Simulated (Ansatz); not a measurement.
# BN (model cell, started as rocksalt type): following an unstable mode, part 2 of 3

Aim: this structure of BN (model cell, started as rocksalt type) is to be tested for unstable modes, and one is followed downhill.

Ansatz 0.2.0; DFT PBEsol, scalar-relativistic, plane waves, PAW; PAW set soft_1.

So far, highest frequency on the path or at a solved wavevector (cm⁻¹): step 2 (the dispersion) 1093. Also lowest frequency on the path (cm⁻¹): step 2 -686.

The structure was built from a prototype and need not be the compound's stable phase.

### Step 4. The mode frozen in, largest atomic shift 0.22 Å

The atoms are moved along the unstable eigenvector, the largest shift by 0.22 Å, with the cell fixed.

input.yaml reads:

```yaml
crystal:
  lattice:
    - [0.0, 1.7411762025, 1.7411762025]
    - [1.7411762025, 0.0, 1.7411762025]
    - [1.7411762025, 1.7411762025, 0.0]
  atoms:
    - { symbol: B, position: [-0.0893439111, 0.0, 0.0] }
    - { symbol: "N", position: [0.5689517869, 0.5, 0.5] }
kpoints:
  mp_grid: { grid: [12, 12, 12] }
hamiltonian:
  xc: pbesol
  pseudopotentials: { kind: paw, azcp: { folder: soft_1 }, xc_functional: pbe }
scf:
  occupations: { method: gaussian, width: 0.02 }
output:
  forces: true
  stress: true
  eigenvalues: true
```

Command:

```console
$ ansatz run input.yaml --threads 4 --pin off --max-ram 10240MiB --backend cpu --events-out ev --progress --plain --runs-dir out
```

Numbers of over 12 decimals in the logs are rounded to 6 here.

Log:

```text
[...]
Crystal: 2 atoms, lattice volume = 10.557 Å³
Basis set: ecut = 420 eV, 181 PW (Γ), exchange–correlation on 36×36×36 points (8 copies of the dense FFT grid, shifted against one another)
Bands: 8, of which v1, the nominal top of the filled ones, is band 4 counted from 1 (3 counted from 0)
Symmetry: 4 space group operations
[...]
k-points: 280 of 1728 (time reversal used)
[...]
atom   1  B      0.00000000    -0.36656434    -0.36656434
  atom   2  N      0.00000000     0.36656086     0.36656086
  max |Σ_I F_I| component: 3.48e-6 eV/Å
--- Stress (GPa, compression-positive) ---
      -19.361137       0.000000      -0.000000
       -0.000000      57.165337      29.974691
       -0.000000      29.974691      57.165337
  P = ⅓ Tr σ = 31.6565 GPa (316.565 kbar)
--- Band table (eV; the first three rows and the last of 280) ---
[...]
[key lines of the parts left out:]
SCF converged after 7 iterations
Free energy (F): -530.870043 eV
Fermi energy:    14.739247 eV
```

It took 0.86 s on 4 threads of Intel Xeon Platinum 8375C at 2.90GHz (Ice Lake), shared host; peak memory 0.35 GiB.

Numbers from this step:

| Item | Value |
| --- | --- |
| pressure | 31.66 GPa |
| gap on the k-mesh | 0.4666 eV |
| energy from the undistorted cell | -198.4 meV/atom |

The energy, extrapolated to zero smearing, is -198.43 meV/atom against the undistorted cell.

The run ends at a pressure of 31.66 GPa, with forces up to 0.52 eV/Å.

### Step 5. Energy along the mode, all amplitudes (two of the runs are shown above)

An imaginary frequency means negative curvature, so the energy should fall and then rise again as anharmonic terms take over.

This step gave:

* depth at the lowest point sampled: 198.4 meV/atom
* largest atomic shift at that point: 0.22 Å

Table of energy from the parent by largest atomic shift:

| largest atomic shift (Å) | energy from the parent (meV/atom) |
| --- | --- |
| 0.000 | 0 |
| 0.040 | -12.9 |
| 0.080 | -48.3 |
| 0.140 | -123 |
| 0.220 | -198 |
| 0.320 | -154 |
| 0.450 | 165 |

Displacement at unit largest shift by atom:

| atom | x (Å) | y (Å) | z (Å) | size |
| --- | --- | --- | --- | --- |
| B1 | 0.000 | -0.707 | -0.707 | 1.000 |
| N2 | 0.000 | 0.546 | 0.546 | 0.772 |

The lowest of the steps tried is at 0.22 Å, 198 meV/atom below the parent; the bottom of the well need not coincide with a step.

### Step 6. Relaxing from the distorted cell

Starting from the lowest point found, all atoms and the cell are let go, so that strain and other modes of the same symmetry can join in.

input.yaml, as its differences from that of step 4:

```diff
@@ -14,3 +14,3 @@
 scf:
-  occupations: { method: gaussian, width: 0.02 }
+  occupations: { method: fixed }
 output:
@@ -19 +19,6 @@
   eigenvalues: true
+relax:
+  adjacent_minimum: "off"
+  f_tol: 0.002
+  max_steps: 120
+  cell: { stress_tol: 0.03 }
```

Log:

```text
[...]
Crystal: 2 atoms, lattice volume = 10.557 Å³
Basis set: ecut = 420 eV, 181 PW (Γ), exchange–correlation on 36×36×36 points (8 copies of the dense FFT grid, shifted against one another)
Bands: 8, of which v1, the nominal top of the filled ones, is band 4 counted from 1 (3 counted from 0)
Symmetry: 4 space group operations
[...]
k-points: 280 of 1728 (time reversal used)
[...]
SCF iter   1: F=—  HF=-531.602310 eV  |F-HF|=—  |Δ(HF+E_count)|=         —  Δρ=1.63e-1  dr2=2.25e0  ethr=3.10e-3  ⟨swp⟩=3.7  Hψ=12496  notcnv=0  defer=547
[...]
SCF iter   7: F=-530.870043 eV  HF=-530.870043 eV  |F-HF|=1.02e-10  |Δ(HF+E_count)|=   8.94e-9  Δρ=3.70e-6  dr2=4.59e-10  ethr=1.25e-9  ⟨swp⟩=5.6  Hψ=10046  notcnv=0
SCF 1 converged in 7 iterations: F = -530.870043 eV  dr2 = 4.59e-10
[...]
relax step   1: F+E_penalty+E_count = -530.87004290 eV  Δ(F+E_penalty+E_count) = +0.000e0 eV  max|allowed force component| = 3.666e-1 eV/Å  Δτ_max = 0.0000 Å  P = +31.656 GPa  Ω = 10.557 Å³  (7 SCF iters, dr2 threshold 1.00e-7 eV, accepted)
Crystal: 2 atoms, lattice volume = 10.964 Å³
Basis set: ecut = 420 eV, 201 PW (Γ), exchange–correlation on 36×36×36 points (8 copies of the dense FFT grid, shifted against one another)
[...]
iter 1 solved again at ethr=1.25e-4 eV; its pass at ethr=3.10e-3 eV (dr2=1.00e-2 eV) is discarded
[...]
SCF iter   6: F=-531.154576 eV  HF=-531.154576 eV  |F-HF|=9.95e-11  |Δ(HF+E_count)|=   4.14e-8  Δρ=7.14e-6  dr2=2.22e-9  ethr=2.50e-9  ⟨swp⟩=5.9  Hψ=10247  notcnv=0
SCF 2 converged in 6 iterations: F = -531.154576 eV  dr2 = 2.22e-9
[...]
relax step   2: F+E_penalty+E_count = -531.15457606 eV  Δ(F+E_penalty+E_count) = -2.845e-1 eV  max|allowed force component| = 9.178e-1 eV/Å  Δτ_max = 0.0126 Å  P = +17.592 GPa  Ω = 10.964 Å³  energy of the carried Pulay correction = -1.546e-3 eV  (6 SCF iters, dr2 threshold 2.00e-7 eV, accepted)
Crystal: 2 atoms, lattice volume = 11.260 Å³
Basis set: ecut = 420 eV, 205 PW (Γ), exchange–correlation on 36×36×36 points (8 copies of the dense FFT grid, shifted against one another)
[...]
SCF iter   6: F=-531.540887 eV  HF=-531.540887 eV  |F-HF|=5.05e-11  |Δ(HF+E_count)|=   1.55e-9  Δρ=2.17e-6  dr2=2.09e-10  ethr=6.04e-10  ⟨swp⟩=2.0  Hψ=7550  notcnv=0
SCF 3 converged in 6 iterations: F = -531.540887 eV  dr2 = 2.09e-10
[...]
relax step   3: F+E_penalty+E_count = -531.54088662 eV  Δ(F+E_penalty+E_count) = -3.863e-1 eV  max|allowed force component| = 1.181e0 eV/Å  Δτ_max = 0.0240 Å  P = +10.457 GPa  Ω = 11.260 Å³  energy of the carried Pulay correction = -2.632e-3 eV  (6 SCF iters, dr2 threshold 2.00e-7 eV, accepted)
[... from here on, the SCF cycles and remarks between the steps are left out ...]
relax step   4: F+E_penalty+E_count = -532.00151546 eV  Δ(F+E_penalty+E_count) = -4.606e-1 eV  max|allowed force component| = 1.039e0 eV/Å  Δτ_max = 0.0259 Å  P = +6.496 GPa  Ω = 11.457 Å³  energy of the carried Pulay correction = -3.341e-3 eV  (6 SCF iters, dr2 threshold 2.00e-7 eV, accepted)
relax step   5: F+E_penalty+E_count = -532.47192989 eV  Δ(F+E_penalty+E_count) = -4.704e-1 eV  max|allowed force component| = 5.307e-1 eV/Å  Δτ_max = 0.0254 Å  P = +2.508 GPa  Ω = 11.605 Å³  energy of the carried Pulay correction = -3.867e-3 eV  (6 SCF iters, dr2 threshold 2.00e-7 eV, accepted)
relax step   6: F+E_penalty+E_count = -532.94208654 eV  Δ(F+E_penalty+E_count) = -4.702e-1 eV  max|allowed force component| = 3.006e-1 eV/Å  Δτ_max = 0.0108 Å  P = +2.174 GPa  Ω = 11.499 Å³  energy of the carried Pulay correction = -3.492e-3 eV  (5 SCF iters, dr2 threshold 2.00e-7 eV, accepted)
relax step   7: F+E_penalty+E_count = -533.26864903 eV  Δ(F+E_penalty+E_count) = -3.266e-1 eV  max|allowed force component| = 7.780e-2 eV/Å  Δτ_max = 0.0084 Å  P = +8.755 GPa  Ω = 11.228 Å³  energy of the carried Pulay correction = -2.518e-3 eV  (6 SCF iters, dr2 threshold 2.00e-7 eV, accepted)
relax step   8: F+E_penalty+E_count = -533.44332852 eV  Δ(F+E_penalty+E_count) = -1.747e-1 eV  max|allowed force component| = 9.958e-2 eV/Å  Δτ_max = 0.0079 Å  P = +13.238 GPa  Ω = 11.035 Å³  energy of the carried Pulay correction = -1.809e-3 eV  (5 SCF iters, dr2 threshold 2.00e-7 eV, accepted)
relax step   9: F+E_penalty+E_count = -533.48925333 eV  Δ(F+E_penalty+E_count) = -4.592e-2 eV  max|allowed force component| = 2.702e-2 eV/Å  Δτ_max = 0.0022 Å  P = -0.385 GPa  Ω = 11.288 Å³  energy of the carried Pulay correction = -2.736e-3 eV  (5 SCF iters, dr2 threshold 2.00e-7 eV, accepted)
relax step  10: F+E_penalty+E_count = -533.48940202 eV  Δ(F+E_penalty+E_count) = -1.487e-4 eV  max|allowed force component| = 3.133e-3 eV/Å  Δτ_max = 0.0006 Å  P = -0.014 GPa  Ω = 11.278 Å³  energy of the carried Pulay correction = -2.697e-3 eV  (4 SCF iters, dr2 threshold 2.00e-7 eV, accepted)
relax step  11: F+E_penalty+E_count = -533.48940603 eV  Δ(F+E_penalty+E_count) = -4.006e-6 eV  max|allowed force component| = 2.642e-3 eV/Å  Δτ_max = 0.0000 Å  P = -0.002 GPa  Ω = 11.277 Å³  energy of the carried Pulay correction = -2.696e-3 eV  (2 SCF iters, dr2 threshold 1.06e-7 eV, accepted)
relax step  12: F+E_penalty+E_count = -533.48940651 eV  Δ(F+E_penalty+E_count) = -4.773e-7 eV  max|allowed force component| = 3.108e-4 eV/Å  Δτ_max = 0.0000 Å  P = -0.001 GPa  Ω = 11.277 Å³  energy of the carried Pulay correction = -2.696e-3 eV  (3 SCF iters, dr2 threshold 4.60e-9 eV, accepted)
relax step  13: F+E_penalty+E_count = -533.76035295 eV  Δ(F+E_penalty+E_count) = -2.709e-1 eV  max|allowed force component| = 2.356e-2 eV/Å  Δτ_max = 0.0000 Å  P = +15.547 GPa  Ω = 11.277 Å³  stress off target by 4.04e1 GPa  SCF on the basis re-selected at this cell (its energy is not comparable with the rows above)  (7 SCF iters)
relax step  14: F+E_penalty+E_count = -533.82750525 eV  Δ(F+E_penalty+E_count) = -6.715e-2 eV  max|allowed force component| = 1.358e-3 eV/Å  Δτ_max = 0.0007 Å  P = +5.241 GPa  Ω = 11.555 Å³  energy of the carried Pulay correction = -1.218e-3 eV  (5 SCF iters, dr2 threshold 2.00e-7 eV, accepted)
relax step  15: F+E_penalty+E_count = -533.83570396 eV  Δ(F+E_penalty+E_count) = -8.199e-3 eV  max|allowed force component| = 3.717e-4 eV/Å  Δτ_max = 0.0001 Å  P = +0.779 GPa  Ω = 11.682 Å³  energy of the carried Pulay correction = -1.855e-3 eV  (5 SCF iters, dr2 threshold 2.00e-7 eV, accepted)
relax step  16: F+E_penalty+E_count = -533.83687362 eV  Δ(F+E_penalty+E_count) = -1.170e-3 eV  max|allowed force component| = 4.378e-4 eV/Å  Δτ_max = 0.0000 Å  P = +0.057 GPa  Ω = 11.704 Å³  energy of the carried Pulay correction = -1.967e-3 eV  (4 SCF iters, dr2 threshold 2.00e-7 eV, accepted)
relax step  17: F+E_penalty+E_count = -533.83686531 eV  Δ(F+E_penalty+E_count) = +8.312e-6 eV  max|allowed force component| = 4.131e-5 eV/Å  Δτ_max = 0.0000 Å  P = -0.001 GPa  Ω = 11.706 Å³  energy of the carried Pulay correction = -1.976e-3 eV  (2 SCF iters, dr2 threshold 2.91e-8 eV, accepted)
relax step  18: F+E_penalty+E_count = -533.84019333 eV  Δ(F+E_penalty+E_count) = -3.328e-3 eV  max|allowed force component| = 1.189e-4 eV/Å  Δτ_max = 0.0000 Å  P = +0.240 GPa  Ω = 11.706 Å³  stress off target by 7.71e-1 GPa  SCF on the basis re-selected at this cell (its energy is not comparable with the rows above)  (5 SCF iters)
relax step  19: F+E_penalty+E_count = -533.84019499 eV  Δ(F+E_penalty+E_count) = -1.664e-6 eV  max|allowed force component| = 1.545e-5 eV/Å  Δτ_max = 0.0000 Å  P = -0.001 GPa  Ω = 11.714 Å³  energy of the carried Pulay correction = -2.879e-5 eV  (3 SCF iters, dr2 threshold 2.00e-7 eV, accepted)
[...]
SCF iter   5: F=-533.840219 eV  HF=-533.840219 eV  |F-HF|=0.00e0  |Δ(HF+E_count)|=  8.41e-12  Δρ=1.39e-8  dr2=6.89e-15  ethr=1.00e-12  ⟨swp⟩=7.1  Hψ=11070  notcnv=0
SCF 20 converged in 5 iterations: F = -533.840219 eV  dr2 = 6.89e-15
relax step  20: F+E_penalty+E_count = -533.84021925 eV  Δ(F+E_penalty+E_count) = -2.426e-5 eV  max|allowed force component| = 1.685e-5 eV/Å  Δτ_max = 0.0000 Å  P = -0.002 GPa  Ω = 11.714 Å³  stress off target by 1.50e-2 GPa  SCF on the basis re-selected at this cell (its energy is not comparable with the rows above)  (5 SCF iters)
[...]
SCF converged after 5 iterations
Free energy (F): -533.840219 eV
[...]
Internal energy: -533.840219 eV  (E = F + TS)
E sigma→0 (E₀):  -533.840219 eV
Fermi energy:    11.256953 eV
[...]
--- Forces (eV/Å), atoms counted from 1 ---
  atom   1  B     -0.00000000     0.00001686     0.00001686
  atom   2  N      0.00000000    -0.00001685    -0.00001685
  max |Σ_I F_I| component: 1.03e-8 eV/Å
--- Stress (GPa, compression-positive) ---
       -0.012420       0.000000       0.000000
        0.000000       0.003803       0.011210
        0.000000       0.011210       0.003803
  P = ⅓ Tr σ = -0.0016 GPa (-0.016 kbar)
--- Band table (eV; the first three rows and the last of 280) ---
[...]
--- Relaxed structure (17 steps of the walk, 17 accepted, 3 SCFs on fresh bases) ---
  F+E_penalty+E_count = -533.84021925 eV   max|allowed force component| = 1.685e-5 eV/Å   (the final SCF, on the basis selected at the relaxed cell)
  cell:  # Å, volume = 11.7136 Å³
    - [0, 2.549117, 2.549117]
    - [1.274614, 0.373275, 2.175842]
    - [1.274614, 2.175842, 0.373275]
  atoms:
    - { symbol: B, position: [-0.135196, 0.0, 0.0] }
    - { symbol: N, position: [0.614804, 0.500000, 0.500000] }
```

Elapsed: 18 s, on 4 threads; peak memory 0.4 GiB.

The steps of the relaxation:

```csv
step,energy less that of the first step (eV),largest force component (eV/Å),pressure (GPa),volume (Å³)
1,0.0000,0.3666,31.66,10.56
2,-0.2845,0.9178,17.59,10.96
3,-0.6708,1.1812,10.46,11.26
4,-1.1315,1.0395,6.50,11.46
5,-1.6019,0.5307,2.51,11.61
6,-2.0720,0.3006,2.17,11.50
7,-2.3986,0.0778,8.75,11.23
8,-2.5733,0.0996,13.24,11.04
9,-2.6192,0.0270,-0.38,11.29
10,-2.6194,0.0031,-0.01,11.28
11,-2.6194,0.0026,0.00,11.28
12,-2.6194,0.0003,0.00,11.28
13*,-2.8903,0.0236,15.55,11.28
14,-2.9575,0.0014,5.24,11.56
15,-2.9657,0.0004,0.78,11.68
16,-2.9668,0.0004,0.06,11.70
17,-2.9668,0.0000,0.00,11.71
18*,-2.9701,0.0001,0.24,11.71
19,-2.9702,0.0000,0.00,11.71
20*,-2.9702,0.0000,0.00,11.71
```

Relaxation steps marked * repeat the geometry before them on a plane-wave basis chosen anew for their cell, so energy and pressure can jump there.

Forces are held to the 4 operations that the run works with; a distortion that breaks them can't arise in this run.

```
     cell as run  before  after   change
           a (Å)   2.462  3.605  +46.4 %
           b (Å)   2.462  2.549   +3.5 %
           c (Å)   2.462  2.549   +3.5 %
           β (°)   60.00  45.00  -25.0 %
           γ (°)   60.00  45.00  -25.0 %
volume (Å³/atom)    5.28   5.86  +11.0 %
```

The atoms that moved most (Å, as changes of fractional coordinates times the final cell):

| atom | dx | dy | dz | length |
| --- | --- | --- | --- | --- |
| B1 | 0.000 | -0.117 | -0.117 | 0.165 |
| N2 | 0.000 | 0.117 | 0.117 | 0.165 |

Final coordinates:

```cif
data_structure
_symmetry_space_group_name_H-M 'P 1'
_symmetry_Int_Tables_number 1
_cell_length_a 3.6050
_cell_length_b 2.5492
_cell_length_c 2.5492
_cell_angle_alpha 60.001
_cell_angle_beta 45.001
_cell_angle_gamma 45.001
_cell_volume 11.71
loop_
_atom_site_label
_atom_site_type_symbol
_atom_site_fract_x
_atom_site_fract_y
_atom_site_fract_z
_atom_site_occupancy
B1 B 0.86480 0.00000 0.00000 1
N2 N 0.61480 0.50000 0.50000 1
```

Numbers from this step:

```yaml
pressure: -0.001605 GPa
gap_on_the_k_mesh: 4.293 eV
volume_per_atom: 5.857 Å³
```

The distorted start has space group Imm2; the relaxation ends in F-43m.

### Step 7. The new phase in its own primitive cell

The relaxed structure is symmetrised, reduced to its primitive cell and relaxed tightly, as its phonons need.

input.yaml, the sections that differ from step 6:

```yaml
crystal:
  lattice:
    - [0.0, 1.8025470097, 1.8025470097]
    - [1.8025470097, 0.0, 1.8025470097]
    - [1.8025470097, 1.8025470097, 0.0]
  atoms:
    - { symbol: B, position: [0.5, 0.5, 0.5] }
    - { symbol: "N", position: [0.25, 0.25, 0.25] }
kpoints:
  mp_grid: { grid: [10, 10, 10] }
relax:
  adjacent_minimum: "off"
  f_tol: 0.001
  max_steps: 60
  cell: { stress_tol: 0.01 }
# hamiltonian, scf, output: as in step 6
```

Log:

```text
[...]
Crystal: 2 atoms, lattice volume = 11.714 Å³
Basis set: ecut = 420 eV, 259 PW (Γ), exchange–correlation on 36×36×36 points (8 copies of the dense FFT grid, shifted against one another)
Bands: 8, of which v1, the nominal top of the filled ones, is band 4 counted from 1 (3 counted from 0)
Symmetry: 24 space group operations
[...]
k-points: 47 of 1000 (time reversal used)
[...]
--- Band table (eV; the first three rows and the last of 47) ---
[...]
--- Relaxed structure (1 steps of the walk, 1 accepted, 1 SCFs on fresh bases) ---
[...]
cell:  # Å, volume = 11.7136 Å³
    - [0.0, 1.8025470097, 1.8025470097]
    - [1.8025470097, 0.0, 1.8025470097]
    - [1.8025470097, 1.8025470097, 0.0]
  atoms:
    - { symbol: B, position: [0.500000, 0.500000, 0.500000] }
    - { symbol: N, position: [0.250000, 0.250000, 0.250000] }
[key lines of the parts left out:]
SCF converged after 4 iterations
Free energy (F): -533.840221 eV
Fermi energy:    11.256715 eV
P = ⅓ Tr σ = 0.0004 GPa (0.004 kbar)
```

Wall time 0.52 s (4 threads); peak memory 0.33 GiB.

Little changed from the start: no atom moved by 0.005 Å and no cell edge by 0.1 %.

Numbers from this step:

```
pressure           : 4.30e-4 GPa
direct gap on mesh : 8.804 eV
```

The forces vanish by symmetry and the pressure is 0.000 GPa, within the tolerances set. The cell now holds 5.86 Å³/atom.

[end of part 2 of 3]

[Logs are printed without paths, hosts, clocks, repeated set-up lines and the standing remarks that a program may print on its own settings, such as how far it seeks lower states.]

[Hosts, paths, dates, database ids (printed as entryN), source tags and the programs' standing remarks are cut or masked in the printed files.]
